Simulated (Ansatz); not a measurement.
# ZnO: the cost of one run

Computed with Ansatz 0.2.0 through its Python package. Level of theory: DFT PBEsol, plane waves, PAW.

### Step 1. Starting point

Symmetry: P4_2/mnm, No. 136, tetragonal system. Conventional cell: a = 5.518 Å, b = 5.518 Å, c = 3.259 Å, α = 90.00°, β = 90.00°, γ = 90.00°. Zn (site symmetry m2m) has 4 O at 1.94 to 2.01 Å as nearest neighbours. O (site symmetry m2m) has 4 Zn at 1.94 to 2.01 Å as nearest neighbours.

No structure file is read: the coordinates are typed or built in the script.

### Step 2. Script

Input file run_mass.py:

```python
# -*- coding: utf-8 -*-
"""Effective masses of ZnO by finite differences."""

import ansatz as az
from ase import Atoms
import numpy as np

atoms = Atoms(
    ["Zn", "Zn", "Zn", "Zn", "O", "O", "O", "O"],
    scaled_positions=[
        (0.181973, 0.181973, 0.5),
        (0.818027, 0.818027, 0.5),
        (0.681973, 0.318027, 0.0),
        (0.318027, 0.681973, 0.0),
        (0.817247, 0.182753, 0.5),
        (0.182753, 0.817247, 0.5),
        (0.682753, 0.682753, 0.0),
        (0.317247, 0.317247, 0.0),
    ],
    cell=[
        (5.51757, 0.0, 0.0),
        (0.0, 5.51757, 0.0),
        (0.0, 0.0, 3.258779),
    ],
    pbc=True,
)
cell = az.Crystal.from_ase(atoms)

model = (
    cell.calculation()
    .functional(az.Functional.PBESOL)
    .kpoints(4, 4, 6)
    .occupations("fixed")
)
# step 1: where the edges lie on the mesh
outcome = model.band_table().run(threads=1)
summary = outcome.report
levels = np.array(summary["eigenvalues_ev"])
filled = round(summary["n_electrons"] / 2)
edges = {"top filled band": (filled - 1, levels[:, filled - 1].argmax()), "lowest empty band": (filled, levels[:, filled].argmin())}
gap = levels[:, filled].min() - levels[:, filled - 1].max()
print(f"gap on the mesh {gap:.3f} eV")
if gap <= 0.05:
    print("no gap: band-edge masses have no meaning here")
    edges = {}
reciprocal = 2 * np.pi * np.linalg.inv(outcome.lattice.cell_ang).T
step = 0.01  # 1/A

# m/m_e = (hbar^2/m_e) / (d2E/dk2), with hbar^2/m_e = 7.61996 eV A^2
# a slope that is not zero means that the extremum lies off this mesh point
pairs = [(0, 1), (0, 2), (1, 2)]
moves = [sign * axis for axis in np.eye(3) for sign in (-1, 1)]
moves += [s1 * np.eye(3)[i] + s2 * np.eye(3)[j] for i, j in pairs for s1 in (1, -1) for s2 in (1, -1)]
for name, (band, index) in edges.items():
    together = int(np.sum(np.abs(levels[index] - levels[index, band]) < 2e-3))
    print(name, "at k =", np.round(summary["kpoints_frac"][index], 4), f"E = {levels[index, band]:.4f} eV, degeneracy {together}")
    centre = np.array(summary["kpoints_frac"][index]) @ reciprocal
    points = [centre] + [centre + step * move for move in moves]
    table = model.band_structure(points, intervals=1, cartesian=True).run(threads=1).band_structure().channels[0].eigenvalues_ev
    if together > 1:
        level = np.flatnonzero(np.abs(levels[index] - levels[index, band]) < 2e-3)
        along = (table[1, level] + table[2, level] - 2 * table[0, level]) / step ** 2
        print("  degenerate level, no single mass tensor; masses of its branches along x:", np.round(7.61996 / along, 3), "m_e")
        continue
    e = table[:, band]
    hessian = np.diag((e[1:7:2] + e[2:7:2] - 2 * e[0]) / step ** 2)
    for (i, j), (pp, pm, mp, mm) in zip(pairs, e[7:].reshape(3, 4)):
        hessian[i, j] = hessian[j, i] = (pp - pm - mp + mm) / (4 * step ** 2)
    curvatures, axes = np.linalg.eigh(hessian)
    slope = (e[2:7:2] - e[1:7:2]) / (2 * step)
    print("  slope (eV A):", np.round(slope, 3) + 0.0, "" if np.abs(slope).max() < 0.05 else "- no extremum here, so these are local curvatures and no band-edge masses")
    for curvature, axis in zip(curvatures, axes.T):
        print(f"  principal mass {7.61996 / curvature:8.3f} m_e along", np.round(axis, 2) + 0.0)
```

### Step 3. The calls as engine input

The engine receives this input (first run):

```yaml
crystal:
  lattice:
    - [5.51757, 0.0, 0.0]
    - [0.0, 5.51757, 0.0]
    - [0.0, 0.0, 3.258779]
  atoms:
    - { symbol: Zn, position: [0.18197299999999997, 0.18197299999999997, 0.5] }
    - { symbol: Zn, position: [0.818027, 0.818027, 0.5] }
    - { symbol: Zn, position: [0.681973, 0.318027, 0.0] }
    - { symbol: Zn, position: [0.318027, 0.681973, 0.0] }
    - { symbol: O, position: [0.817247, 0.182753, 0.5] }
    - { symbol: O, position: [0.182753, 0.817247, 0.5] }
    - { symbol: O, position: [0.682753, 0.682753, 0.0] }
    - { symbol: O, position: [0.317247, 0.317247, 0.0] }
kpoints:
  mp_grid:
    grid: [4, 4, 6]
hamiltonian:
  xc: pbesol
scf:
  occupations:
    method: fixed
output:
  eigenvalues: true
```

### Step 4. The run

Started as:

```
python run_mass.py
```

**Question.** How long does this script take on 1 thread of Arm Neoverse V1, shared host, and how much memory does it need?

About 23 s, with a peak of 0.45 GiB.
